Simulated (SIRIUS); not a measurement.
## TiO under changes of volume

One of the cells (13.137 Å³/atom); the others are scaled copies at fixed shape and fractional positions:

```xyz
2
Lattice="3.0511 0.0000 0.0000 -1.5255 2.6423 0.0000 0.0000 0.0000 3.2591" Properties=species:S:1:pos:R:3 pbc="T T T"
Ti    1.5255    0.8808    0.0000
O     0.0000    0.0000    1.6296
```

| Item | Value |
| --- | --- |
| Program | SIRIUS 7.12.0 |
| Functional | PBEsol |
| Potentials or basis | PseudoDojo 0.4.1 PBEsol standard (scalar relativistic) |
| Cutoff | 1152 eV |
| Density cutoff | 4606 eV |
| k mesh | 10 × 10 × 8 |
| Occupations | fermi-dirac, width 0.05 eV |
| Spin | no spin polarisation |

```tsv
volume (Å³/atom)	energy over the lowest point (meV/atom)	pressure (GPa)	gap on the mesh (eV)
12.107	0.00	-37.5	0.00
12.365	61.31	-38.8	0.01
12.622	124.42	-39.8	0.02
13.137	254.79	-41.3	0.04
13.395	321.53	-41.8	0.05
13.653	?	?	?
```

Task: What does the run at 13.653 Å³/atom give?

Result: Energy over the lowest point 389.01 meV/atom; pressure -42.2 GPa; gap on the mesh 0.05 eV.

Worked out: A Birch-Murnaghan fit of order 3 (a polynomial in V^(-2/3)) to the other rows has no minimum within the range. It gives 388.77 meV/atom at 13.653 Å³/atom, against the run's 389.01, and -dE/dV = -41.9 GPa, against -42.2.

Energies are extrapolated to zero smearing.

A mesh can miss the band edges.
